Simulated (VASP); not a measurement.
# Rh (P6_3/mmc) in VASP: single point with PBEsol

Aim: the single point of Rh with PBEsol.

All numbers are computed with VASP 6.6.1; they aren't measurements. Logs are shortened: lines on timing, memory, paths and dates and some standing lists are left out, and cuts for length are marked.

### 1 Starting point

It takes space group P6_3/mmc (No. 194, hexagonal). The conventional cell has a = 2.689 Å, b = 2.689 Å, c = 4.329 Å, α = 90.00°, β = 90.00°, γ = 120.00°. Rh (site symmetry -6m2) is surrounded by 12 Rh at 2.66 to 2.69 Å.

This isn't the form of Rh at room conditions, which is fcc.

### 2 Single point, PBEsol

INCAR reads:

```
SYSTEM = Rh
PREC = Accurate ; ENCUT = 520
EDIFF = 1E-6 ; ISMEAR = 0
SIGMA = 0.1 ; LREAL = .False.
LASPH = .True. ; NELM = 100
ALGO = Fast ; ISIF = 2
LWAVE = .False. ; LCHARG = .True.
GGA = PS ; LELF = .True.
LVHAR = .True. ; NBANDS = 22
```

KPOINTS reads:

```
Automatic mesh
0
Gamma
  18 18 10
  0 0 0
```

POSCAR reads:

```
Rh
1.0
    2.6887440422      0.0000000000      0.0000000000
   -1.3443720211      2.3285206448      0.0000000000
    0.0000000000      0.0000000000      4.3289366221
Rh
2
Direct
    0.3333333333      0.6666666667      0.2500000000
    0.6666666667      0.3333333333      0.7500000000
```

Potentials or basis: VASP PAW PBE potentials, release 64 (Rh_pv).

Command:

```bash
$ cat potpaw_PBE.64/Rh_pv/POTCAR > POTCAR
$ mpirun -np 1 vasp_std > vasp.out
```

OUTCAR:

```text
SYSTEM = Rh
   PREC = Accurate
   ENCUT = 520
   EDIFF = 1E-6
   ISMEAR = 0
   LREAL = .False.
   LASPH = .True.
   NELM = 100
   ISIF = 2
   GGA = PS

 ion  position               nearest neighbor table
   1  0.333  0.667  0.250-   2 2.66   2 2.66   2 2.66   2 2.66   2 2.66   2 2.66
   2  0.667  0.333  0.750-   1 2.66   1 2.66   1 2.66   1 2.66   1 2.66   1 2.66

  LATTYP: Found a hexagonal cell.
 ALAT       =     2.6887440422
 C/A-ratio  =     1.6100218370

  Lattice vectors:

 A1 = (   2.6887440422,   0.0000000000,   0.0000000000)
 A2 = (  -1.3443720211,   2.3285206448,   0.0000000000)
 A3 = (   0.0000000000,   0.0000000000,   4.3289366221)

Analysis of symmetry for initial positions (statically):
=====================================================================
 Subroutine PRICEL returns:
 Original cell was already a primitive cell.

 Routine SETGRP: Setting up the symmetry group for a
 hexagonal supercell.

 Subroutine GETGRP returns: Found 24 space group operations
 (whereof 12 operations were pure point group operations)
 out of a pool of 24 trial point group operations.

The static configuration has the point symmetry D_3d.
 The point group associated with its full space group is D_6h.

Analysis of symmetry for dynamics (positions and initial velocities):
=====================================================================
 Subroutine PRICEL returns:
 Original cell was already a primitive cell.

 Routine SETGRP: Setting up the symmetry group for a
 hexagonal supercell.

 Subroutine GETGRP returns: Found 24 space group operations
 (whereof 12 operations were pure point group operations)
 out of a pool of 24 trial point group operations.

The dynamic configuration has the point symmetry D_3d.
 The point group associated with its full space group is D_6h.

 Subroutine INISYM returns: Found 24 space group operations
 (whereof 12 operations are pure point group operations),
 and found     1 'primitive' translations

----------------------------------------------------------------------------------------

                                     Primitive cell

  volume of cell :      27.1026

  direct lattice vectors                    reciprocal lattice vectors
     2.688744042  0.000000000  0.000000000     0.371920861  0.214728609  0.000000000
    -1.344372021  2.328520645  0.000000000     0.000000000  0.429457219  0.000000000
     0.000000000  0.000000000  4.328936622     0.000000000  0.000000000  0.231003613

  length of vectors
     2.688744042  2.688744042  4.328936622     0.429457219  0.429457219  0.231003613
[... 81 lines left out ...]
   EDIFF  = 0.1E-05   stopping-criterion for ELM
   LREAL  =      F    real-space projection
   EDIFFG = 0.1E-04   stopping-criterion for IOM
   NSW    =      0    number of steps for IOM
   IBRION =     -1    ionic relax: 0-MD 1-quasi-New 2-CG
   NFREE  =      0    steps in history (QN), initial steepest desc. (CG)
   ISIF   =      2    stress and relaxation
   ISYM   =      2    0-nonsym 1-usesym 2-fastsym
   POTIM  = 0.5000    time-step for ionic-motion
   TEBEG  =    0.0;   TEEND  =   0.0 temperature during run
   PSTRESS=    0.0 pullay stress
   NELECT =      30.0000    total number of electrons
   NUPDOWN=      -1.0000    fix difference up-down
   EMIN   =  10.00;   EMAX   =-10.00  energy-range for DOS
   EFERMI =   0.00;   METHOD = LEGACY
   ISMEAR =     0;   SIGMA  =   0.10  broadening in eV -4-tet -1-fermi 0-gaus
   EFERMI_NEDOS =   21; number of points for ismear=-14 and -15
   IALGO  =     68    algorithm
   IMIX   =      4    mixing-type and parameters
     AMIX     =   0.40;   BMIX     =  1.00
     AMIX_MAG =   1.60;   BMIX_MAG =  1.00
  volume/ion in A,a.u.               =      13.55        91.45
  Fermi-wavevector in a.u.,A,eV,Ry     =   1.693473  3.200200 39.019487  2.867851
  Thomas-Fermi vector in A             =   2.774873
   LORBIT       =      0    0 simple, 1 ext, 2 COOP (PROOUT), +10 PAW based schemes
   GGA     = PS    functional components
   LHFCALC =     F    Hartree Fock is set to
   AEXX    =    0.0000 exact exchange contribution
   IVDW    =     0    specifies the selected vdW correction
   LEPSILON=     F    determine dielectric tensor
   LRPA    =     F    only Hartree local field effects (RPA)
 non-spin polarized calculation
 RMM-DIIS sequential band-by-band and
 Gauss-broadening in eV      SIGMA  =   0.10
  energy-cutoff  :      520.00
  volume of cell :       27.10
 maximum number of plane-waves:       756
 NGX is ok and might be reduce to    20
   NGX =  9   NGY =  9   NGZ = 17

 number of electron      30.0000003 magnetization

 Free energy of the ion-electron system (eV)
  ---------------------------------------------------
  ext. energy  EPLUGINS =         0.00000000
  ---------------------------------------------------
  free energy    TOTEN  =       -16.20441004 eV

  energy without entropy =      -16.18886099  energy(sigma->0) =      -16.19663551

 E-fermi :  12.1327     XC(G=0): -14.3100

 val. band max:       12.1302896055   @ k =   0.3889   0.1667   0.0000
 cond. band min:      12.1335414523   @ k =   0.2778  -0.0000   0.4000
 fundamental gap:      0.0032518468
 Fermi energy:        12.1327444212

 k-point     1 :       0.0000    0.0000    0.0000
  band No.  band energies     occupation
      1     -35.1333      2.00000
      2     -34.4286      2.00000
      3     -34.4286      2.00000
      4     -34.3319      2.00000
      5     -34.3129      2.00000
      6     -34.3129      2.00000
[... 589 lines left out ...]
     21      23.9979      0.00000
     22      26.9386      0.00000

 [... further k-points ...]

------------------------ aborting loop because EDIFF is reached ----------------------------------------

  FORCE on cell =-STRESS in cart. coord.  units (eV):
  Direction    XX          YY          ZZ          XY          YZ          ZX
  --------------------------------------------------------------------------------------
  -------------------------------------------------------------------------------------
  Total        0.0014255      0.0014255      0.0034721      0.0000000     -0.0000000      0.0000000
  in kB        0.0842691      0.0842691      0.2052552      0.0000000     -0.0000000      0.0000000
  external PRESSURE =       0.1245978 kB  Pullay stress =       0.0000000 kB

 VOLUME and BASIS-vectors are now :
 -----------------------------------------------------------------------------
  energy-cutoff  :      520.00
  volume of cell :       27.10
      direct lattice vectors                 reciprocal lattice vectors
     2.688744042  0.000000000  0.000000000     0.371920861  0.214728609  0.000000000
    -1.344372021  2.328520645  0.000000000     0.000000000  0.429457219  0.000000000
     0.000000000  0.000000000  4.328936622     0.000000000  0.000000000  0.231003613

 POSITION                                       TOTAL-FORCE (eV/Angst)
 -----------------------------------------------------------------------------------
     -0.00000      1.55235      1.08223         0.000000      0.000000      0.000000
      1.34437      0.77617      3.24670        -0.000000      0.000000      0.000000
 -----------------------------------------------------------------------------------
    total drift:                                0.000000     -0.000000      0.000000

  FREE ENERGIE OF THE ION-ELECTRON SYSTEM (eV)
  ---------------------------------------------------
  free  energy   TOTEN  =       -16.2044100366 eV

  energy  without entropy=      -16.1888609914  energy(sigma->0) =      -16.19663551
```

stdout:

```text
POSCAR found type information on POSCAR Rh
 POSCAR found :  1 types and       2 ions
 scaLAPACK will be used
 -----------------------------------------------------------------------------
|                                                                             |
|                                                                             |
|     You enforced a specific xc type in the INCAR file but a different       |
|     I HOPE YOU KNOW WHAT YOU ARE DOING!                                     |
|                                                                             |
 -----------------------------------------------------------------------------

 LDA part: xc-table for (Slater+PW92), standard interpolation
 POSCAR, INCAR and KPOINTS ok, starting setup
 FFT: planning ... GRIDC
 FFT: planning ... GRID_SOFT
 FFT: planning ... GRID
 WAVECAR not read
 entering main loop
```

Wall time 65 s (1 thread of Intel Xeon Platinum 8488C (Sapphire Rapids), shared host); peak memory 0.21 GiB.

Results:

- Free energy: -16.2044 eV
- Pressure: 0.0 GPa
- Band gap on the k mesh: none (metal or under the smearing width)

Levels at points of the mesh, in eV from the Fermi level:
```
           k point  band 11  band 12  band 13  band 14  band 15  band 16  band 17  band 18  band 19  band 20
(0.00, 0.00, 0.00)    -3.13    -2.58    -2.58    -2.01    -2.01     0.13     0.13     0.66     8.77    15.78
(0.50, 0.00, 0.00)    -2.79    -2.30    -2.28     0.41     0.66     0.74     3.03     5.15    10.38    10.90
(0.00, 0.00, 0.50)    -3.26    -3.26    -3.26    -3.26    -0.46    -0.46    -0.46    -0.46    14.87    14.87
(0.50, 0.00, 0.50)    -1.76    -1.76    -0.36    -0.36     0.61     0.61     2.63     2.63     9.41     9.41
```

Caveat: the PAW data sets were made with another functional, which shifts forces and pressure a little.
